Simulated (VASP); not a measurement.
# Cu in VASP: a series of runs

One slab, Cu, is run at these levels: PBE; tasks: single point, relaxation of the atoms.

Program: VASP 6.6.1. These are calculated values, not measurements. Logs are shortened: lines on timing, memory, paths and dates and some standing lists are left out, and cuts for length are marked.

## 1. Starting point

The cell holds a slab with vacuum, 7 atoms: a = 2.571 Å, b = 2.571 Å, c = 27.594 Å, α = 90.00°, β = 90.00°, γ = 120.00°.

The slab is cut from a database's or a generator's crystal, which needn't be the stable form of the element.

## 2. Single point, PBE

The input, INCAR:

```
PREC = Accurate
ENCUT = 520
EDIFF = 1E-6
ISMEAR = 1
SIGMA = 0.1
LREAL = False
LASPH = True
NELM = 80
ALGO = Normal
ISIF = 2
LWAVE = False
LCHARG = False
LDIPOL = True
IDIPOL = 3
DIPOL = 0.5 0.5 0.500
GGA = PE
LVHAR = True
LVACPOTAV = True
ICORELEVEL = 1
KPAR = 4
```

The input, KPOINTS:

```
Automatic mesh
0
Gamma
  15 15 1
```

The input, POSCAR:

```
Cu
1.0
    2.5708408500      0.0000000000      0.0000000000
   -1.2854204300      2.2264134900      0.0000000000
    0.0000000000      0.0000000000     27.5944966000
Cu
7
Direct
    0.6666666700      0.3333333300      0.2717933300
    0.3333333300      0.6666666700      0.3478622200
    0.0000000000      0.0000000000      0.4239311100
    0.6666666700      0.3333333300      0.5000000000
    0.3333333300      0.6666666700      0.5760688900
    0.0000000000      0.0000000000      0.6521377800
    0.6666666700      0.3333333300      0.7282066700
```

Potentials or basis: VASP PAW PBE potentials, release 64 (Cu).

Command:

```console
$ cat potpaw_PBE.64/Cu/POTCAR > POTCAR
$ mpirun -np 4 vasp_std > vasp.out
```

OUTCAR:

```text
PREC = Accurate
   ENCUT = 520
   EDIFF = 1E-6
   ISMEAR = 1
   LREAL = False
   LASPH = True
   NELM = 80
   ISIF = 2
   GGA = PE

 ion  position               nearest neighbor table
   1  0.667  0.333  0.272-   2 2.57   2 2.57   2 2.57
   2  0.333  0.667  0.348-   1 2.57   3 2.57   1 2.57   3 2.57   3 2.57   1 2.57
   3  0.000  0.000  0.424-   2 2.57   4 2.57   2 2.57   4 2.57   2 2.57   4 2.57
   4  0.667  0.333  0.500-   5 2.57   3 2.57   5 2.57   3 2.57   3 2.57   5 2.57
   5  0.333  0.667  0.576-   4 2.57   6 2.57   4 2.57   6 2.57   6 2.57   4 2.57
   6  0.000  0.000  0.652-   5 2.57   7 2.57   5 2.57   7 2.57   5 2.57   7 2.57
   7  0.667  0.333  0.728-   6 2.57   6 2.57   6 2.57

  LATTYP: Found a hexagonal cell.
 ALAT       =     2.5708408500
 C/A-ratio  =    10.7336463866

  Lattice vectors:

 A1 = (   2.5708408500,   0.0000000000,   0.0000000000)
 A2 = (  -1.2854204300,   2.2264134900,   0.0000000000)
 A3 = (   0.0000000000,   0.0000000000,  27.5944966000)

Analysis of symmetry for initial positions (statically):
=====================================================================
 Subroutine PRICEL returns:
 Original cell was already a primitive cell.

 Routine SETGRP: Setting up the symmetry group for a
 hexagonal supercell.

 Subroutine GETGRP returns: Found 12 space group operations
 (whereof  6 operations were pure point group operations)
 out of a pool of 24 trial point group operations.

The static configuration has the point symmetry C_3v.
 The point group associated with its full space group is D_3d.

Analysis of symmetry for dynamics (positions and initial velocities):
=====================================================================
 Subroutine PRICEL returns:
 Original cell was already a primitive cell.

 Routine SETGRP: Setting up the symmetry group for a
 hexagonal supercell.

 Subroutine GETGRP returns: Found 12 space group operations
 (whereof  6 operations were pure point group operations)
 out of a pool of 24 trial point group operations.

The dynamic configuration has the point symmetry C_3v.
 The point group associated with its full space group is D_3d.

 Subroutine INISYM returns: Found 12 space group operations
 (whereof  6 operations are pure point group operations),
 and found     1 'primitive' translations

----------------------------------------------------------------------------------------

                                     Primitive cell

  volume of cell :     157.9441

  direct lattice vectors                    reciprocal lattice vectors
     2.570840850  0.000000000  0.000000000     0.388977793  0.224576434  0.000000000
    -1.285420430  2.226413490  0.000000000     0.000000000  0.449152866  0.000000000
     0.000000000  0.000000000 27.594496600     0.000000000  0.000000000  0.036239110

  length of vectors
     2.570840850  2.570840857 27.594496600     0.449152867  0.449152866  0.036239110

  position of ions in fractional coordinates (direct lattice)
     0.666666670  0.333333330  0.271793330
     0.333333330  0.666666670  0.347862220
     0.000000000  0.000000000  0.423931110
     0.666666670  0.333333330  0.500000000
     0.333333330  0.666666670  0.576068890
     0.000000000  0.000000000  0.652137780
     0.666666670  0.333333330  0.728206670

  ion indices of the primitive-cell ions
   primitive index   ion index
                 1           1
                 2           2
                 3           3
                 4           4
                 5           5
                 6           6
                 7           7

----------------------------------------------------------------------------------------

 KPOINTS: Automatic mesh

Automatic generation of k-mesh.
 Grid dimensions read from file:
 generate k-points for:   15   15    1

 Generating k-lattice:

  Cartesian coordinates                     Fractional coordinates (reciprocal lattice)
     0.025931853  0.014971762  0.000000000     0.066666667  0.000000000  0.000000000
     0.000000000  0.029943524  0.000000000     0.000000000  0.066666667  0.000000000
     0.000000000  0.000000000  0.036239110     0.000000000  0.000000000  1.000000000

  Length of vectors
     0.029943524  0.029943524  0.036239110

  Shift w.r.t. Gamma in fractional coordinates (k-lattice)
     0.000000000  0.000000000  0.000000000

 Subroutine IBZKPT returns following result:
 ===========================================

 Found     27 irreducible k-points:

 Following reciprocal coordinates:
            Coordinates               Weight
  0.000000  0.000000  0.000000      1.000000
  0.066667  0.000000  0.000000      6.000000
  0.133333 -0.000000  0.000000      6.000000
  0.200000  0.000000  0.000000      6.000000
  0.266667 -0.000000  0.000000      6.000000
  0.333333 -0.000000  0.000000      6.000000
[... 16 lines left out ...]
  0.333333  0.200000  0.000000     12.000000
  0.400000  0.200000  0.000000      6.000000
 [... further k-points ...]
   k-points           NKPTS =     27   k-points in BZ     NKDIM =     27   number of bands    NBANDS=     46
   number of dos      NEDOS =    301   number of ions     NIONS =      7
   total plane-waves  NPLWV =  84000
   dimension x,y,z NGX =    20 NGY =   20 NGZ =  210
   dimension x,y,z NGXF=    40 NGYF=   40 NGZF=  420
   ions per type =               7
   NGX,Y,Z   is equivalent  to a cutoff of  12.93, 12.93, 12.65 a.u.
   NGXF,Y,Z  is equivalent  to a cutoff of  25.87, 25.87, 25.30 a.u.
 SYSTEM =  unknown system
   PREC   = accura    normal or accurate (medium, high low for compatibility)
   ISTART =      0    job   : 0-new  1-cont  2-samecut
   ICHARG =      2    charge: 1-file 2-atom 10-const
   ISPIN  =      1    spin polarized calculation?
   LNONCOLLINEAR =      F non collinear calculations
   LSORBIT =      F    spin-orbit coupling
   LASPH  =      T    aspherical Exc in radial PAW
   ENCUT  =  520.0 eV  38.22 Ry    6.18 a.u.   4.78  4.78 51.31*2*pi/ulx,y,z
   NELM   =     80;   NELMIN=  2; NELMDL= -5     # of ELM steps
   EDIFF  = 0.1E-05   stopping-criterion for ELM
   LREAL  =      F    real-space projection
   EDIFFG = 0.1E-04   stopping-criterion for IOM
   NSW    =      0    number of steps for IOM
   IBRION =     -1    ionic relax: 0-MD 1-quasi-New 2-CG
   NFREE  =      0    steps in history (QN), initial steepest desc. (CG)
[... 3 lines left out ...]
   TEBEG  =    0.0;   TEEND  =   0.0 temperature during run
   PSTRESS=    0.0 pullay stress
   NELECT =      77.0000    total number of electrons
   NUPDOWN=      -1.0000    fix difference up-down
   EMIN   =  10.00;   EMAX   =-10.00  energy-range for DOS
   EFERMI =   0.00;   METHOD = LEGACY
   ISMEAR =     1;   SIGMA  =   0.10  broadening in eV -4-tet -1-fermi 0-gaus
   EFERMI_NEDOS =   21; number of points for ismear=-14 and -15
   IALGO  =     38    algorithm
   IMIX   =      4    mixing-type and parameters
     AMIX     =   0.40;   BMIX     =  1.00
     AMIX_MAG =   1.60;   BMIX_MAG =  1.00
  volume/ion in A,a.u.               =      22.56       152.27
  Fermi-wavevector in a.u.,A,eV,Ry     =   1.288459  2.434834 22.587391  1.660126
  Thomas-Fermi vector in A             =   2.420411
   LORBIT       =      0    0 simple, 1 ext, 2 COOP (PROOUT), +10 PAW based schemes
   GGA     = PE    functional components
   LHFCALC =     F    Hartree Fock is set to
   AEXX    =    0.0000 exact exchange contribution
   IVDW    =     0    specifies the selected vdW correction
   LEPSILON=     F    determine dielectric tensor
   LRPA    =     F    only Hartree local field effects (RPA)
 non-spin polarized calculation
 Methfessel and Paxton  Order N= 1 SIGMA  =   0.10
  energy-cutoff  :      520.00
  volume of cell :      157.94
 maximum number of plane-waves:      4279
 NGX is ok and might be reduce to    20
   NGX =  9   NGY =  9   NGZ =103

 number of electron      77.0000044 magnetization

 dipolmoment           0.000000      0.000000     -0.000000 electrons x Angstroem

 Free energy of the ion-electron system (eV)
  ---------------------------------------------------
  ext. energy  EPLUGINS =         0.00000000
  ---------------------------------------------------
  free energy    TOTEN  =       -25.18884117 eV

  energy without entropy =      -25.18834330  energy(sigma->0) =      -25.18867521

 the core state eigenenergies are
   1-  1s  -8846.6973  2s  -1058.9437  2p   -913.4119  3s   -110.5851  3p    -67.9568

   2-  1s  -8847.0213  2s  -1059.3089  2p   -913.7735  3s   -110.9036  3p    -68.2704

   3-  1s  -8847.1027  2s  -1059.3929  2p   -913.8574  3s   -110.9715  3p    -68.3369

   4-  1s  -8847.0952  2s  -1059.3868  2p   -913.8513  3s   -110.9608  3p    -68.3258

   5-  1s  -8847.1027  2s  -1059.3929  2p   -913.8574  3s   -110.9715  3p    -68.3369

   6-  1s  -8847.0213  2s  -1059.3090  2p   -913.7735  3s   -110.9036  3p    -68.2704

   7-  1s  -8846.6973  2s  -1058.9437  2p   -913.4120  3s   -110.5851  3p    -67.9568

 E-fermi :   1.7974     XC(G=0):  -7.3923

 val. band max:        1.7756684950   @ k =   0.0667   0.0667   0.0000
 cond. band min:       1.8270896074   @ k =   0.2000   0.0667   0.0000
 fundamental gap:      0.0514211124
 Fermi energy:         1.7973729630

 k-point     1 :       0.0000    0.0000    0.0000
  band No.  band energies     occupation
      1      -7.4004      2.00000
      2      -6.8973      2.00000
      3      -6.1233      2.00000
      4      -5.1665      2.00000
      5      -4.1781      2.00000
      6      -3.5117      2.00000
[... 38 lines left out ...]
     45       6.2711      0.00000
     46       6.5867      0.00000

 k-point     2 :       0.0667    0.0000    0.0000
  band No.  band energies     occupation
      1      -7.2589      2.00000
      2      -6.7582      2.00000
      3      -5.9884      2.00000
      4      -5.0378      2.00000
      5      -4.0591      2.00000
      6      -3.4066      2.00000
[... 38 lines left out ...]
     45       6.3968      0.00000
     46       6.7014      0.00000

 k-point     3 :       0.1333   -0.0000    0.0000
  band No.  band energies     occupation
      1      -6.8408      2.00000
      2      -6.3483      2.00000
      3      -5.5934      2.00000
      4      -4.6660      2.00000
      5      -3.7233      2.00000
      6      -3.1151      2.00000
[... 38 lines left out ...]
     45       6.7741      0.00000
     46       7.0601      0.00000

 k-point     4 :       0.2000    0.0000    0.0000
  band No.  band energies     occupation
      1      -6.1675      2.00000
      2      -5.6940      2.00000
      3      -4.9750      2.00000
      4      -4.1076      2.00000
      5      -3.2564      2.00000
      6      -2.7298      2.00000
[... 920 lines left out ...]
     45       8.5586      0.00000
     46       9.2323      0.00000

 k-point    23 :       0.3333    0.2000    0.0000
  band No.  band energies     occupation
      1      -2.8218      2.00000
      2      -2.6899      2.00000
      3      -2.6395      2.00000
      4      -2.5551      2.00000
      5      -2.4057      2.00000
      6      -2.3500      2.00000
[... 38 lines left out ...]
     45       7.7512      0.00000
     46       8.3560      0.00000

 k-point    24 :       0.4000    0.2000    0.0000
  band No.  band energies     occupation
      1      -2.7408      2.00000
      2      -2.6835      2.00000
      3      -2.5298      2.00000
      4      -2.5233      2.00000
      5      -2.3883      2.00000
      6      -2.3433      2.00000
[... 38 lines left out ...]
     45       7.4228      0.00000
     46       8.1530      0.00000

 [... further k-points ...]

------------------------ aborting loop because EDIFF is reached ----------------------------------------

  FORCE on cell =-STRESS in cart. coord.  units (eV):
  Direction    XX          YY          ZZ          XY          YZ          ZX
  --------------------------------------------------------------------------------------
  -------------------------------------------------------------------------------------
  Total       -1.6421186     -1.6421186     -0.1668252      0.0000000      0.0000000      0.0000000
  in kB      -16.6575687    -16.6575688     -1.6922663      0.0000000      0.0000000      0.0000000
  external PRESSURE =     -11.6691346 kB  Pullay stress =       0.0000000 kB

 VOLUME and BASIS-vectors are now :
 -----------------------------------------------------------------------------
  energy-cutoff  :      520.00
  volume of cell :      157.94
      direct lattice vectors                 reciprocal lattice vectors
     2.570840850  0.000000000  0.000000000     0.388977793  0.224576434  0.000000000
    -1.285420430  2.226413490  0.000000000     0.000000000  0.449152866  0.000000000
     0.000000000  0.000000000 27.594496600     0.000000000  0.000000000  0.036239110

 POSITION                                       TOTAL-FORCE (eV/Angst)
 -----------------------------------------------------------------------------------
      1.28542      0.74214      7.50000         0.000000      0.000000      0.060488
     -0.00000      1.48428      9.59908        -0.000000     -0.000000     -0.063701
      0.00000      0.00000     11.69817         0.000000      0.000000     -0.025941
      1.28542      0.74214     13.79725        -0.000000     -0.000000     -0.000000
     -0.00000      1.48428     15.89633         0.000000     -0.000000      0.025941
      0.00000      0.00000     17.99541         0.000000     -0.000000      0.063701
      1.28542      0.74214     20.09450        -0.000000     -0.000000     -0.060488
 -----------------------------------------------------------------------------------
    total drift:                               -0.000003      0.000002     -0.000081

  FREE ENERGIE OF THE ION-ELECTRON SYSTEM (eV)
  ---------------------------------------------------
  free  energy   TOTEN  =       -25.1888411728 eV

  energy  without entropy=      -25.1883432988  energy(sigma->0) =      -25.18867521

 vacuum level on the upper side and lower side of the slab         6.572         6.572
```

It took 1.8 min on 4 MPI ranks of Intel Xeon Platinum 8175M at 2.50GHz (Skylake/Cascade Lake), shared host; peak memory 0.35 GiB.

Results:

- Free energy: -25.1888 eV
- Largest force: 0.064 eV/Å
- Band gap on the k mesh: none (metal or under the smearing width)
- Work function of the upper face: 4.77 eV
- Work function of the lower face: 4.77 eV

Forces on the atoms (eV/Å):
```
Cu   0.000  0.000  0.060
Cu   0.000  0.000 -0.064
Cu   0.000  0.000 -0.026
Cu   0.000  0.000  0.000
Cu   0.000  0.000  0.026
Cu   0.000  0.000  0.064
Cu   0.000  0.000 -0.060
```

Levels at points of the mesh, in eV from the Fermi level:
| k point | band 37 | band 38 | band 39 | band 40 | band 41 | band 42 |
| --- | --- | --- | --- | --- | --- | --- |
| (0.00, 0.00, 0.00) | -1.90 | -1.71 | -1.71 | -1.69 | -1.69 | -0.79 |

Core levels (eV, on the scale of the bands):
```tsv
atom	levels
1 Cu	1s -8846.7, 2s -1058.9, 2p -913.4, 3s -110.6, 3p -68.0
2 Cu	1s -8847.0, 2s -1059.3, 2p -913.8, 3s -110.9, 3p -68.3
3 Cu	1s -8847.1, 2s -1059.4, 2p -913.9, 3s -111.0, 3p -68.3
4 Cu	1s -8847.1, 2s -1059.4, 2p -913.9, 3s -111.0, 3p -68.3
5 Cu	1s -8847.1, 2s -1059.4, 2p -913.9, 3s -111.0, 3p -68.3
6 Cu	1s -8847.0, 2s -1059.3, 2p -913.8, 3s -110.9, 3p -68.3
```

## 3. Relaxation of the atoms, PBE

The input, INCAR:

```
SYSTEM = Cu
PREC     = Accurate       ! precision mode
ENCUT    = 520            ! plane-wave cutoff, eV
EDIFF    = 1E-6           ! SCF threshold, eV
ISMEAR   = 1              ! smearing method
SIGMA    = 0.1            ! smearing width, eV
LREAL    = .FALSE.        ! projectors in reciprocal space
LASPH    = .TRUE.         ! aspherical terms in the spheres
NELM     = 80             ! most SCF steps
ALGO     = Normal         ! electronic algorithm
ISIF     = 2              ! what is computed and relaxed
LWAVE    = .FALSE.        ! write WAVECAR
LCHARG   = .FALSE.        ! write CHGCAR
LDIPOL   = .TRUE.       
IDIPOL   = 3            
DIPOL    = 0.5 0.5 0.500
GGA      = PE             ! functional
IBRION   = 2              ! ionic algorithm
NSW      = 80             ! ionic steps
EDIFFG   = -0.02          ! ionic threshold
KPAR     = 4
```

The input, KPOINTS:

```
regular mesh
0
G
  15 15 1
  0 0 0
```

POSCAR is that of step 2.

Potentials or basis: VASP PAW PBE potentials, release 64 (Cu).

Command:

```console
$ cat potpaw_PBE.64/Cu/POTCAR > POTCAR
$ mpirun -np 4 vasp_std > vasp.out
```

Wall time 3.7 min (4 MPI ranks of Intel Xeon Platinum 8175M at 2.50GHz (Skylake/Cascade Lake), shared host); peak memory 0.36 GiB.

Results (log left out):

```
Free energy                  : -25.1900 eV
Energy gained by relaxing    : 0.2 meV/atom
Ionic steps                  : 5
Largest force after relaxing : 0.011 eV/Å
Band gap on the k mesh       : none (metal or under the smearing width)
```

Forces on the atoms (eV/Å):
```
Cu   0.000  0.000  0.001
Cu   0.000  0.000  0.004
Cu   0.000  0.000 -0.011
Cu   0.000  0.000  0.000
Cu   0.000  0.000  0.011
Cu   0.000  0.000 -0.004
Cu   0.000  0.000 -0.001
```

Step by step:
| step | energy change (eV) | largest force (eV/Å) | pressure (GPa) |
| --- | --- | --- | --- |
| 1 | 0.0000 | 0.0637 | -1.17 |
| 2 | -0.0007 | 0.0395 | -1.16 |
| 3 | -0.0011 | 0.0259 | -1.13 |
| 4 | -0.0011 | 0.0266 | -1.08 |
| 5 | -0.0012 | 0.0114 | -1.13 |

Final structure:
```
CELL_PARAMETERS angstrom
2.57084 0.00000 0.00000
-1.28542 2.22641 0.00000
0.00000 0.00000 27.59450
ATOMIC_POSITIONS crystal
Cu 0.66667 0.33333 0.27210
Cu 0.33333 0.66667 0.34757
Cu 0.00000 0.00000 0.42374
Cu 0.66667 0.33333 0.50000
Cu 0.33333 0.66667 0.57626
Cu 0.00000 0.00000 0.65243
Cu 0.66667 0.33333 0.72790
```

Levels at points of the mesh, in eV from the Fermi level:
```csv
k point,band 36,band 37,band 38,band 39,band 40,band 41,band 42,band 43
"(0.00, 0.00, 0.00)",-1.91,-1.91,-1.72,-1.72,-1.70,-1.70,-0.79,-0.43
```

## 4. Single point, PBE

The input, INCAR:

```
PREC = Accurate
ENCUT = 520
EDIFF = 1E-6
ISMEAR = 1
SIGMA = 0.1
LREAL = False
LASPH = True
NELM = 80
ALGO = Normal
ISIF = 2
LWAVE = False
LCHARG = False
LDIPOL = True
IDIPOL = 3
DIPOL = 0.5 0.5 0.500
GGA = PE
LVHAR = True
LVACPOTAV = True
ICORELEVEL = 1
KPAR = 4
```

The input, KPOINTS:

```
Automatic mesh
0
Gamma
  15 15 1
```

The input, POSCAR:

```
Cu                                      
1.0
    2.5708408500      0.0000000000      0.0000000000
   -1.2854204300      2.2264134900      0.0000000000
    0.0000000000      0.0000000000     27.5944966000
  Cu            
     7
Direct
     0.6666666699999979    0.3333333300000021    0.2720983249148227
     0.3333333300000021    0.6666666699999979    0.3475721596969278
     1.0000000000000000    0.0000000000000000    0.4237377670718492
     0.6666666699999979    0.3333333300000021    0.5000000000000000
     0.3333333300000021    0.6666666699999979    0.5762622329281508
     0.0000000000000000    0.0000000000000000    0.6524278403030720
     0.6666666699999979    0.3333333300000021    0.7279016750851773
```

Command:

```console
$ cat potpaw_PBE.64/Cu/POTCAR > POTCAR
$ mpirun -np 4 vasp_std > vasp.out
```

Wall time 1.8 min (4 MPI ranks of Intel Xeon Platinum 8175M at 2.50GHz (Skylake/Cascade Lake), shared host); peak memory 0.34 GiB.

Results (log left out):

```yaml
Free_energy: -25.1900 eV
Largest_force: 0.011 eV/Å
Band_gap_on_the_k_mesh: none (metal or under the smearing width)
Work_function_of_the_upper_face: 4.76 eV
Work_function_of_the_lower_face: 4.76 eV
```

Forces in eV/Å, atoms in the order of the input:
```
Cu   0.000  0.000  0.001
Cu   0.000  0.000  0.004
Cu   0.000  0.000 -0.011
Cu   0.000  0.000  0.000
Cu   0.000  0.000  0.011
Cu   0.000  0.000 -0.004
Cu   0.000  0.000 -0.001
```

Levels at points of the mesh, in eV from the Fermi level:
```csv
k point,band 35,band 36,band 37,band 38,band 39,band 40,band 41,band 42,band 43,band 44
"(0.00, 0.00, 0.00)",-2.08,-1.91,-1.91,-1.72,-1.72,-1.70,-1.70,-0.79,-0.43,4.00
```

Core levels (eV, on the scale of the bands):
| atom | levels |
| --- | --- |
| 1 Cu | 1s -8846.7, 2s -1059.0, 2p -913.4, 3s -110.6, 3p -68.0 |
| 2 Cu | 1s -8847.0, 2s -1059.3, 2p -913.8, 3s -110.9, 3p -68.3 |
| 3 Cu | 1s -8847.1, 2s -1059.4, 2p -913.8, 3s -111.0, 3p -68.3 |
| 4 Cu | 1s -8847.1, 2s -1059.4, 2p -913.8, 3s -110.9, 3p -68.3 |
| 5 Cu | 1s -8847.1, 2s -1059.4, 2p -913.8, 3s -111.0, 3p -68.3 |
| 6 Cu | 1s -8847.0, 2s -1059.3, 2p -913.8, 3s -110.9, 3p -68.3 |
